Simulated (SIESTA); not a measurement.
WC (Qusongite) in SIESTA: the effect of functional

Crystal: WC (Qusongite).

```
W C
1.0
     2.90650    0.00000    0.00000
    -1.45325    2.51710    0.00000
     0.00000    0.00000    2.83660
W C
1 1
Direct
  0.00000 0.00000 0.00000
  0.66667 0.33333 0.50000
```

Alike in all runs:

| Property | Result |
| --- | --- |
| Program | SIESTA 5.4.2 |
| Task | band structure |
| Basis | DZP (energy shift 0.003 Ry; two zetas on semicore shells) |
| Grid cutoff | 800 Ry |
| Energy shift | 0.003 Ry |
| k mesh | 10 × 10 × 9 |
| Occupations | fermi-dirac, width 0.05 eV |
| Spin | no spin polarisation |

One run gave: pressure 24.9 GPa. Which functional did it use?
A. BLYP
B. AM05
C. vdW-DF-cx

A.

| functional | potentials or basis | pressure (GPa) |
| --- | --- | --- |
| AM05 | PseudoDojo 0.4 standard (PBEsol files) | 0.6 |
| BLYP | PseudoDojo 0.4 standard (PBE files) | 24.9 |
| vdW-DF-cx | PseudoDojo 0.4 standard (PBE files) | 5.3 |

Caveats: short orbitals over semicore shells can move pressures by several GPa; the potentials were made for another functional, which shifts forces and pressure; the basis of atomic orbitals isn't converged, which shifts pressures, moduli and gaps.

Runs at the PBE level aren't shown here.
